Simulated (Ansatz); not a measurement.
Barrier of one jump, C in Ti

Computed with DFT PBE, scalar-relativistic, plane waves, PAW in Ansatz. Settings: 420 eV cutoff, 4×4×4 k-mesh, shifted by half a step, Gaussian smearing of 0.10 eV, no spin polarisation.

Host crystal, relaxed:

```
Ti
1.0
     4.57954    0.00000    0.00000
    -2.28977    3.96599    0.00000
     0.00000    0.00000    2.83217
Ti
3
Direct
  0.00000 0.00000 0.00000
  0.33333 0.66667 0.50000
  0.66667 0.33333 0.50000
```

In a supercell of 18 host sites, interstitial C hops to an equivalent place, moving 0.85 Å between the relaxed ends. Climbing-image nudged elastic band at fixed cell with images 0 (start) to 6 (end), the path measured over all atoms, converged to 0.05 eV/Å; the order of the saddle wasn't checked, and the small cell leaves errors of about a tenth of an eV.

Supercell rows in host cell vectors: 0 1 -2; 1 0 -2; -1 -1 -2. C was set at (0.000, 0.250, 0.500) of the host cell.

At the relaxed start C has 1 Ti at 2.00 Å, 1 Ti at 2.01 Å, 1 Ti at 2.10 Å, 1 Ti at 2.12 Å, 1 Ti at 2.14 Å, 1 Ti at 2.18 Å.

Question: What barrier does the band give, and what surrounds the atom at the top?

Answer: 0.53 eV at image 3, where C has 1 Ti at 1.93 Å, 2 Ti at 2.05 Å, 2 Ti at 2.11 Å, 2 Ti at 3.02 Å.

Cost: 1 run of about 94 core-minutes, on Arm Neoverse V1 (shared hosts).